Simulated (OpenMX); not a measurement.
W:

```xyz
1
Lattice="-1.5823 1.5823 1.5823 1.5823 -1.5823 1.5823 1.5823 1.5823 -1.5823" Properties=species:S:1:pos:R:3 pbc="T T T"
W     0.0000    0.0000    0.0000
```

| Property | Result |
| --- | --- |
| Program | OpenMX 3.8.5 |
| Task | single point |
| Functional | PBE |
| Potentials or basis | OpenMX 2013 PBE set, W7.0-s3p2d2f1, grid cutoff 350 Ry |
| k mesh | 13 × 13 × 13 |
| Occupations | fermi-dirac, width 0.05 eV |
| Spin | no spin polarisation |

On this cell: pressure 6.3 GPa; band gap on the k mesh none (metal or under the smearing width).

The same run follows on a disturbed copy (cell strained at random at fixed volume):

```
CELL_PARAMETERS angstrom
-1.54480 1.61508 1.63102
1.57115 -1.54525 1.58754
1.54570 1.54614 -1.56120
ATOMIC_POSITIONS crystal
W 0.01093 0.00770 0.02297
```

What does the disturbed cell give?

The energy (extrapolated to zero smearing) moves by +32.3 meV/atom; pressure 6.9 GPa; band gap on the k mesh none (metal or under the smearing width).

Caveats: the basis of atomic orbitals isn't converged, which shifts pressures, moduli and gaps.
